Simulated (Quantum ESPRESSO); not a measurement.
# TiTe2 (P-3m1) in Quantum ESPRESSO: phonons with PBEsol

Aim: the phonons of TiTe2 with PBEsol.

All numbers are computed with Quantum ESPRESSO 7.5; they aren't measurements. Logs are shortened: lines on timing, memory, paths and dates and some standing lists are left out, and cuts for length are marked.

## Step 1: Starting point

It takes space group P-3m1 (No. 164, trigonal). The conventional cell has a = 3.777 Å, b = 3.777 Å, c = 6.498 Å, α = 90.00°, β = 90.00°, γ = 120.00°. Te (site symmetry 3m) has 3 Ti at 2.77 Å as nearest neighbours. Ti (site symmetry -3m) has 6 Te at 2.77 Å as nearest neighbours.

## Step 2: Phonons, PBEsol

Input file pw.in:

```
&CONTROL
  calculation = 'scf'
  prefix = 'pwscf'
  outdir = './tmp'
  pseudo_dir = './pseudo'
  tprnfor = .true.
  tstress = .true.
  disk_io = 'low'
/
&SYSTEM
  ibrav = 0
  nat = 3
  ntyp = 2
  ecutwfc = 45
  ecutrho = 360
  nbnd = 19
  occupations = 'smearing'
  smearing = 'gaussian'
  degauss = 0.01999163
/
&ELECTRONS
  conv_thr = 6d-10
  electron_maxstep = 120
  mixing_beta = 0.5
/
ATOMIC_SPECIES
Te   127.6000 te_pbesol_v1.uspp.F.UPF
Ti    47.8670 ti_pbesol_v1.4.uspp.F.UPF
CELL_PARAMETERS angstrom
   3.7770000000    0.0000000000    0.0000000000
  -1.8885000000    3.2709779501    0.0000000000
   0.0000000000    0.0000000000    6.4980000000
ATOMIC_POSITIONS crystal
Te     0.3333333333    0.6666666667    0.7372000000
Te     0.6666666667    0.3333333333    0.2628000000
Ti     0.0000000000    0.0000000000    0.0000000000
K_POINTS automatic
8 8 4 0 0 0
```

Input file relax.in:

```
&CONTROL
  calculation = 'vc-relax'
  prefix = 'pwscf'
  outdir = './tmp'
  pseudo_dir = './pseudo'
  tprnfor = .true.
  tstress = .true.
  disk_io = 'low'
  nstep = 40
  forc_conv_thr = 0.0001
  etot_conv_thr = 1d-06
/
&SYSTEM
  ibrav = 0
  nat = 3
  ntyp = 2
  ecutwfc = 45
  ecutrho = 360
  nbnd = 19
  occupations = 'smearing'
  smearing = 'gaussian'
  degauss = 0.01999163
/
&ELECTRONS
  conv_thr = 6d-10
  electron_maxstep = 120
  mixing_beta = 0.5
/
&IONS
  ion_dynamics = 'bfgs'
/
&CELL
  cell_dynamics = 'bfgs'
  press = 0
  press_conv_thr = 0.2
/
ATOMIC_SPECIES
Te   127.6000 te_pbesol_v1.uspp.F.UPF
Ti    47.8670 ti_pbesol_v1.4.uspp.F.UPF
CELL_PARAMETERS angstrom
   3.7770000000    0.0000000000    0.0000000000
  -1.8885000000    3.2709779501    0.0000000000
   0.0000000000    0.0000000000    6.4980000000
ATOMIC_POSITIONS crystal
Te     0.3333333333    0.6666666667    0.7372000000
Te     0.6666666667    0.3333333333    0.2628000000
Ti     0.0000000000    0.0000000000    0.0000000000
K_POINTS automatic
8 8 4 0 0 0
```

Input file scf2.in:

```
&CONTROL
  calculation = 'scf'
  prefix = 'pwscf'
  outdir = './tmp'
  pseudo_dir = './pseudo'
  tprnfor = .true.
  tstress = .true.
  disk_io = 'low'
/
&SYSTEM
  ibrav = 0
  nat = 3
  ntyp = 2
  ecutwfc = 45
  ecutrho = 360
  nbnd = 19
  occupations = 'smearing'
  smearing = 'gaussian'
  degauss = 0.01999163
/
&ELECTRONS
  conv_thr = 1d-13
  electron_maxstep = 120
  mixing_beta = 0.5
  startingpot = 'file'
  startingwfc = 'file'
/
ATOMIC_SPECIES
Te   127.6000 te_pbesol_v1.uspp.F.UPF
Ti    47.8670 ti_pbesol_v1.4.uspp.F.UPF
CELL_PARAMETERS angstrom
   3.7085313236    0.0000000000    0.0000000000
  -1.8542656618    3.2116823369    0.0000000000
   0.0000000000    0.0000000000    6.4019364050
ATOMIC_POSITIONS crystal
Te     0.3333333333    0.6666666667    0.7317981598
Te     0.6666666667    0.3333333333    0.2682018402
Ti     0.0000000000    0.0000000000    0.0000000000
K_POINTS automatic
8 8 4 0 0 0
```

Input file ph.in:

```
phonons of TiTe2
&INPUTPH
  prefix = 'pwscf'
  outdir = './tmp'
  tr2_ph = 1d-16
  fildyn = 'dyn'
  niter_ph = 60
  alpha_mix(1) = 0.4
/
0.0000000000 0.0000000000 0.0000000000
```

Input file dynmat.in:

```
&INPUT
  fildyn = 'dyn'
  asr = 'crystal'
  filout = 'dynmat.disp'
  fileig = 'dynmat.eig'
/
```

Potentials or basis: GBRV 1.5 PBEsol.

Launch:

```sh
> OMP_NUM_THREADS=1 pw.x -in pw.in > pw.out
> OMP_NUM_THREADS=1 pw.x -in relax.in > relax.out
> OMP_NUM_THREADS=1 pw.x -in scf2.in > scf2.out
> OMP_NUM_THREADS=1 ph.x -in ph.in > ph.out
> OMP_NUM_THREADS=1 dynmat.x -in dynmat.in > dynmat.out
```

pw.out:

```text
This program is part of the open-source Quantum ESPRESSO suite
     for quantum simulation of materials; please cite
[... 9 lines left out ...]
     --------------------
     sticks:   dense  smooth     PW     G-vecs:    dense   smooth      PW
     Sum        1261     637    187                62475    22097    3599

     Using Slab Decomposition

     bravais-lattice index     =            0
     lattice parameter (alat)  =       7.1375  a.u.
     unit-cell volume          =     541.7525 (a.u.)^3
     number of atoms/cell      =            3
     number of atomic types    =            2
     number of electrons       =        24.00
     number of Kohn-Sham states=           19
     kinetic-energy cutoff     =      45.0000  Ry
     charge density cutoff     =     360.0000  Ry
     scf convergence threshold =      6.0E-10
     mixing beta               =       0.5000
     number of iterations used =            8  plain     mixing
     Exchange-correlation= SLA  PW   PSX  PSC
                           (   1   4  10   8   0   0   0)

     celldm(1)=   7.137496  celldm(2)=   0.000000  celldm(3)=   0.000000
     celldm(4)=   0.000000  celldm(5)=   0.000000  celldm(6)=   0.000000

     crystal axes: (cart. coord. in units of alat)
               a(1) = (   1.000000   0.000000   0.000000 )
               a(2) = (  -0.500000   0.866025   0.000000 )
               a(3) = (   0.000000   0.000000   1.720413 )

     reciprocal axes: (cart. coord. in units 2 pi/alat)
               b(1) = (  1.000000  0.577350 -0.000000 )
               b(2) = (  0.000000  1.154701  0.000000 )
               b(3) = (  0.000000 -0.000000  0.581256 )

     PseudoPot. # 1 for Te read from file:
     te_pbesol_v1.uspp.F.UPF
     Pseudo is Ultrasoft + core correction, Zval =  6.0
     Generated by new atomic code, or converted to UPF format
     Using radial grid of  891 points,  5 beta functions with:
                l(1) =   0
                l(2) =   0
                l(3) =   1
                l(4) =   1
                l(5) =   2
     Q(r) pseudized with  6 coefficients,  rinner =    1.800   1.800   1.800
                                                       1.800   1.800

     PseudoPot. # 2 for Ti read from file:
     ti_pbesol_v1.4.uspp.F.UPF
     Pseudo is Ultrasoft + core correction, Zval = 12.0
     Generated by new atomic code, or converted to UPF format
     Using radial grid of  851 points,  6 beta functions with:
                l(1) =   0
                l(2) =   0
                l(3) =   1
                l(4) =   1
                l(5) =   2
                l(6) =   2
     Q(r) pseudized with  6 coefficients,  rinner =    1.000   1.000   1.000
                                                       1.000   1.000

     atomic species   valence    mass     pseudopotential
     Te                6.00   127.60000     Te( 1.00)
     Ti               12.00    47.86700     Ti( 1.00)

     12 Sym. Ops., with inversion, found

   Cartesian axes

     site n.     atom                  positions (alat units)
         1        Te     tau(   1) = (  -0.0000000   0.5773503   1.2682885  )
         2        Te     tau(   2) = (   0.5000000   0.2886751   0.4521245  )
         3        Ti     tau(   3) = (   0.0000000   0.0000000   0.0000000  )

     number of k points=    35  Gaussian smearing, width (Ry)=  0.0200
                       cart. coord. in units 2pi/alat
        k(    1) = (   0.0000000   0.0000000   0.0000000), wk =   0.0078125
        k(    2) = (   0.0000000   0.0000000   0.1453139), wk =   0.0156250
        k(    3) = (   0.0000000   0.0000000  -0.2906279), wk =   0.0078125
        k(    4) = (   0.0000000   0.1443376   0.0000000), wk =   0.0468750
        k(    5) = (   0.0000000   0.1443376   0.1453139), wk =   0.0468750
        k(    6) = (   0.0000000   0.1443376  -0.2906279), wk =   0.0468750
[... 27 lines left out ...]
        k(   34) = (  -0.1250000   0.3608439  -0.1453139), wk =   0.0937500
        k(   35) = (  -0.1250000   0.5051815  -0.1453139), wk =   0.0937500

     Dense  grid:    62475 G-vectors     FFT dimensions: (  45,  45,  75)

     Smooth grid:    22097 G-vectors     FFT dimensions: (  32,  32,  54)

     Check: negative core charge=   -0.000002

     Initial potential from superposition of free atoms

     starting charge      22.9996, renormalised to      24.0000

     negative rho (up, down):  7.642E-04 0.000E+00
     Starting wfcs are   18 randomized atomic wfcs +    1 random wfcs

     Self-consistent Calculation

     iteration #  1     ecut=    45.00 Ry     beta= 0.50
     Davidson diagonalization with overlap
     ethr =  1.00E-02,  avg # of iterations =  4.8

     negative rho (up, down):  5.457E-04 0.000E+00

     total energy              =    -171.70041133 Ry
     estimated scf accuracy    <       0.87585056 Ry

     iteration #  2     ecut=    45.00 Ry     beta= 0.50
     Davidson diagonalization with overlap
     ethr =  3.65E-03,  avg # of iterations =  3.1

     negative rho (up, down):  6.211E-04 0.000E+00

     total energy              =    -171.86154567 Ry
     estimated scf accuracy    <       3.76633163 Ry
[... 25 lines left out ...]
     total energy              =    -172.17331349 Ry
     estimated scf accuracy    <       0.01182054 Ry

     iteration #  6     ecut=    45.00 Ry     beta= 0.50
     Davidson diagonalization with overlap
     ethr =  4.93E-05,  avg # of iterations =  3.3

     negative rho (up, down):  5.662E-04 0.000E+00

     total energy              =    -172.17337775 Ry
     estimated scf accuracy    <       0.00181008 Ry

     iteration #  7     ecut=    45.00 Ry     beta= 0.50
     Davidson diagonalization with overlap
     c_bands:  1 eigenvalues not converged
     ethr =  7.54E-06,  avg # of iterations =  4.9

     negative rho (up, down):  5.649E-04 0.000E+00

     total energy              =    -172.17377498 Ry
     estimated scf accuracy    <       0.00204810 Ry

     iteration #  8     ecut=    45.00 Ry     beta= 0.50
     Davidson diagonalization with overlap
     ethr =  7.54E-06,  avg # of iterations =  1.5

     negative rho (up, down):  5.647E-04 0.000E+00

     total energy              =    -172.17393145 Ry
     estimated scf accuracy    <       0.00002831 Ry

     iteration #  9     ecut=    45.00 Ry     beta= 0.50
     Davidson diagonalization with overlap
     ethr =  1.18E-07,  avg # of iterations =  3.0
[... 24 lines left out ...]
     iteration # 12     ecut=    45.00 Ry     beta= 0.50
     Davidson diagonalization with overlap
     ethr =  6.34E-10,  avg # of iterations =  2.8

     negative rho (up, down):  5.653E-04 0.000E+00

     total energy              =    -172.17393243 Ry
     estimated scf accuracy    <       0.00000008 Ry

     iteration # 13     ecut=    45.00 Ry     beta= 0.50
     Davidson diagonalization with overlap
     ethr =  3.28E-10,  avg # of iterations =  1.2

     negative rho (up, down):  5.653E-04 0.000E+00

     End of self-consistent calculation

          k = 0.0000 0.0000 0.0000 (  2793 PWs)   bands (ev):

   -49.4016 -25.7576 -25.7576 -25.7211  -4.6015  -3.0954   2.5789   6.1701
     6.1701   8.1737   8.2412   8.2412   8.4126   8.9064   8.9064  10.8941
    10.8941  12.8356  13.6361

          k = 0.0000 0.0000 0.1453 (  2774 PWs)   bands (ev):

   -49.4016 -25.7576 -25.7576 -25.7211  -4.4401  -3.3898   3.2184   6.2016
     6.2016   6.7943   8.2330   8.2330   8.7439   8.7439   8.7876  11.1276
    11.1276  13.0304  14.5574

          k = 0.0000 0.0000-0.2906 (  2750 PWs)   bands (ev):

   -49.4016 -25.7576 -25.7576 -25.7211  -4.0858  -3.8643   4.5059   5.1612
     6.2350   6.2350   8.2263   8.2263   8.5982   8.5982   8.8595  11.3532
    11.3532  13.3297  14.6906
[... 43 lines left out ...]
          k = 0.0000 0.4330 0.1453 (  2747 PWs)   bands (ev):

   -49.3990 -25.7942 -25.7661 -25.7131  -3.1586  -2.7746   3.4198   4.0261
     5.2188   5.7986   6.0959   6.9115   7.9286   9.0492   9.1333  10.9034
    11.3205  12.3094  13.4601

          k = 0.0000 0.4330-0.2906 (  2766 PWs)   bands (ev):

   -49.3990 -25.7942 -25.7661 -25.7131  -3.0497  -2.8840   3.3533   3.6133
     5.5350   5.9410   6.5077   7.2027   7.7622   9.1039   9.3110  10.4585
    10.6620  12.4566  12.6882

          k = 0.0000-0.5774 0.0000 (  2758 PWs)   bands (ev):

   -49.3985 -25.8005 -25.7676 -25.7117  -2.8411  -2.6477   2.8684   4.1353
     5.1052   5.4121   6.0982   6.7140   7.8402   9.0040   9.3222  10.2231
    11.2161  13.0840  13.3814

          k = 0.0000-0.5774 0.1453 (  2768 PWs)   bands (ev):

   -49.3985 -25.8005 -25.7676 -25.7117  -2.8516  -2.6204   2.8104   3.6455
     5.2430   5.9347   6.1536   6.9930   7.7791   9.0031   9.3146  10.6144
    10.8113  12.1673  12.9757

          k = 0.0000-0.5774-0.2906 (  2760 PWs)   bands (ev):

   -49.3985 -25.8005 -25.7676 -25.7117  -2.8596  -2.5954   2.7994   3.2722
     5.4247   5.8282   6.8603   7.2334   7.5490   9.0016   9.3030  10.4483
    11.3647  11.8496  12.3772

          k = 0.1250 0.2165 0.0000 (  2777 PWs)   bands (ev):

   -49.4004 -25.7739 -25.7623 -25.7174  -4.1031  -2.8530   3.1959   5.1617
     5.9771   6.1357   6.8817   7.6838   8.1892   9.0132   9.2445  10.3427
    10.9825  14.7856  14.8058

          k = 0.1250 0.2165 0.1453 (  2766 PWs)   bands (ev):

   -49.4004 -25.7739 -25.7623 -25.7174  -3.9592  -3.0866   3.6351   5.2002
     5.7396   6.2364   6.8514   7.1756   8.3671   9.0036   9.3631  10.4139
    10.5729  14.3260  14.7999

          k = 0.1250 0.2165-0.2906 (  2776 PWs)   bands (ev):
[... 83 lines left out ...]
          k = 0.0000 0.2887-0.1453 (  2770 PWs)   bands (ev):

   -49.4001 -25.7791 -25.7626 -25.7164  -3.8274  -2.9793   3.6510   4.9693
     5.0995   6.1102   7.3524   7.3617   7.9603   9.2438   9.4878  10.0861
    10.5387  12.9427  13.6588

          k = 0.0000 0.4330-0.1453 (  2747 PWs)   bands (ev):

   -49.3990 -25.7942 -25.7661 -25.7131  -3.2533  -2.6465   3.2429   3.8823
     4.9448   5.9732   6.9533   7.1308   7.6957   9.0468   9.4903  10.1455
    10.6978  12.3251  12.8032

          k =-0.1250 0.3608-0.1453 (  2765 PWs)   bands (ev):

   -49.3993 -25.7875 -25.7674 -25.7141  -3.4367  -2.7629   3.7038   4.2566
     4.9908   5.7977   6.4265   7.0003   8.1650   9.0987   9.4688   9.8444
    10.7347  13.1797  14.1372

          k =-0.1250 0.5052-0.1453 (  2761 PWs)   bands (ev):

   -49.3985 -25.7970 -25.7710 -25.7117  -2.9306  -2.5491   3.0493   3.7635
     5.1266   5.6086   6.1605   6.4639   8.2196   9.0781   9.3351  10.0599
    10.6037  12.8775  13.7774

     the Fermi energy is     7.8175 ev

!    total energy              =    -172.17393244 Ry
     estimated scf accuracy    <          5.8E-10 Ry
     smearing contrib. (-TS)   =      -0.00361216 Ry
     internal energy E=F+TS    =    -172.17032028 Ry

     The total energy is F=E-TS. E is the sum of the following terms:
     one-electron contribution =     -80.83550079 Ry
     hartree contribution      =      48.17871667 Ry
     xc contribution           =     -46.60903541 Ry
     ewald contribution        =     -92.90450075 Ry

     convergence has been achieved in  13 iterations

     negative rho (up, down):  5.653E-04 0.000E+00

     Forces acting on atoms (cartesian axes, Ry/au):

     atom    1 type  1   force =     0.00000000    0.00000000    0.00380905
     atom    2 type  1   force =     0.00000000    0.00000000   -0.00380905
     atom    3 type  2   force =     0.00000000    0.00000000    0.00000000

     Total force =     0.005387     Total SCF correction =     0.000056

     Computing stress (Cartesian axis) and pressure

     negative rho (up, down):  5.653E-04 0.000E+00
          total   stress  (Ry/bohr**3)                   (kbar)     P=      -21.88
  -0.00016414  -0.00000000   0.00000000          -24.15       -0.00        0.00
   0.00000000  -0.00016414   0.00000000            0.00      -24.15        0.00
   0.00000000   0.00000000  -0.00011790            0.00        0.00      -17.34

=------------------------------------------------------------------------------=
   JOB DONE.
=------------------------------------------------------------------------------=
```

Wall time 21 min (1 thread of Intel Xeon at 2.70GHz, shared host); peak memory 0.29 GiB.

Results:

| Item | Value |
| --- | --- |
| Free energy | -2342.5714 eV |
| Relaxed volume | 25.42 Å³/atom |
| Relaxed cell | a = 3.709 Å, b = 3.709 Å, c = 6.402 Å, α = 90.00°, β = 90.00°, γ = 120.00° |
| Space group after relaxing (to 0.05 Å) | P-3m1 (No. 164) |
| Pressure after relaxing | 0.0 GPa |
| Band gap on the k mesh | none (metal or under the smearing width) |
| Highest phonon frequency at Γ | 283 cm⁻¹ |

Step by step:
| step | energy change (eV) | largest force (eV/Å) | pressure (GPa) | volume (Å³) |
| --- | --- | --- | --- | --- |
| 1 | 0.0000 | 0.0979 | -2.19 | 80.28 |
| 2 | -0.0105 | 0.0108 | -1.42 | 79.39 |
| 3 | -0.0183 | 0.1388 | -0.39 | 78.13 |
| 4 | -0.0207 | 0.1729 | 0.09 | 77.44 |
| 5 | -0.0228 | 0.1515 | 0.32 | 76.86 |
| 6 | -0.0246 | 0.0730 | 0.25 | 76.47 |
| 7 | -0.0251 | 0.0234 | 0.05 | 76.51 |
| 8 | -0.0252 | 0.0053 | -0.07 | 76.58 |
| 9 | -0.0254 | 0.0084 | -0.15 | 76.61 |
| 10 | -0.0255 | 0.0131 | -0.17 | 76.58 |
| 11 | -0.0257 | 0.0141 | -0.15 | 76.50 |
| 12 | -0.0258 | 0.0091 | -0.08 | 76.33 |
| 13 | -0.0259 | 0.0032 | -0.02 | 76.26 |
| 14 | -0.0259 | 0.0006 | 0.00 | 76.25 |

Final structure:
```
CELL_PARAMETERS angstrom
3.70853 0.00000 0.00000
-1.85427 3.21168 0.00000
0.00000 0.00000 6.40194
ATOMIC_POSITIONS crystal
Te 0.33333 0.66667 0.73180
Te 0.66667 0.33333 0.26820
Ti 0.00000 0.00000 0.00000
```

Levels at points of the mesh, in eV from the Fermi level:
| k point | band 10 | band 11 | band 12 | band 13 | band 14 | band 15 |
| --- | --- | --- | --- | --- | --- | --- |
| (0.00, 0.00, 0.00) | 0.29 | 0.47 | 0.47 | 0.70 | 1.27 | 1.27 |
| (0.00, 0.00, -0.50) | -1.52 | 0.45 | 0.45 | 0.89 | 0.89 | 1.12 |
| (0.00, -0.50, 0.00) | -2.52 | -1.71 | -1.11 | -0.01 | 1.31 | 1.65 |
| (0.00, -0.50, -0.50) | -2.04 | -0.92 | -0.47 | -0.36 | 1.31 | 1.64 |

Phonon frequencies in cm⁻¹ (negative: imaginary):
```tsv
q point	frequencies
(0.000, 0.000, 0.000)	-7 -6 -6 101 101 146 191 191 283
```

Optical modes at Γ, degenerate ones joined:
```
cm⁻¹  components  symmetry  active in
 101           2        Eg      Raman
 146           1       A1g      Raman
 191           2        Eu         IR
 284           1       A2u         IR
```

Caveat: the mesh is thin for the phonons of a metal; the layers were relaxed without a dispersion term, so their spacing and the soft interlayer modes are unreliable; this functional lacks dispersion, which binds the layers, so the pressure and a relaxed spacing across them are unreliable. Spin-orbit coupling is left out, which matters for the levels of Te.
